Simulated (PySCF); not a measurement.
## Isomerisation enthalpies of C2H4O2

**The experiment to reproduce.**

From CRC Handbook of Chemistry and Physics, for the gas at 298.15 K: enthalpy of formation of `CC(=O)O` -432.2 kJ/mol; enthalpy of formation of `COC=O` (methyl formate) -357.4 kJ/mol.

How close the calculation comes is told at the end.

Differences of these values give the isomerisation enthalpies. Geometries: PBE0-D3(BJ)/def2-SVP; runs in PySCF, gas phase, with a dispersion term only where the level names one. Total electronic energies (Eh):

```tsv
SMILES	PBE0-D3(BJ)/def2-SVP
CC(=O)O	-228.66932
COC=O	-228.64128
```

Geometry of `CC(=O)O` (Å):
```
atom  x, y, z in Å
C1    -0.8879   -0.0652   -0.3539
C2     0.5016    0.2966    0.0774
O3     1.0702    1.3258   -0.1713
O4     1.0766   -0.6897    0.7838
H5    -1.4676   -0.4445    0.4992
H6    -1.3766    0.8100   -0.7951
H7    -0.8377   -0.8741   -1.0986
H8     1.9675   -0.3782    1.0066
```

Geometry of `COC=O` (Å):
```
atom  x, y, z in Å
C1    -1.011    0.123    0.157
O2     0.288   -0.013    0.715
C3     1.315   -0.155   -0.120
O4     1.262   -0.182   -1.316
H5    -1.640   -0.691    0.543
H6    -0.965    0.079   -0.939
H7    -1.428    1.086    0.481
H8     2.247   -0.247    0.475
```

Zero-point and thermal terms are left out, so the computed numbers are electronic energies.

**Comparison with experiment**

Relative to `CC(=O)O`, the lowest by measurement, in kJ/mol (measured: enthalpies at 298.15 K; computed: electronic energies):

```
 SMILES  measured  PBE0-D3(BJ)/def2-SVP
CC(=O)O       0.0                   0.0
  COC=O      74.8                  73.6
```

Measured values: -432.2 kJ/mol (298.15 K; CRC Handbook of Chemistry and Physics) for the first row; the others come from the same table. Unsigned miss: PBE0-D3(BJ)/def2-SVP 1.2 kJ/mol. One conformer stands for `CC(=O)O` and `COC=O`, not necessarily the lowest, while the measurement averages over conformers. Where a level misses, the cause wasn't examined.
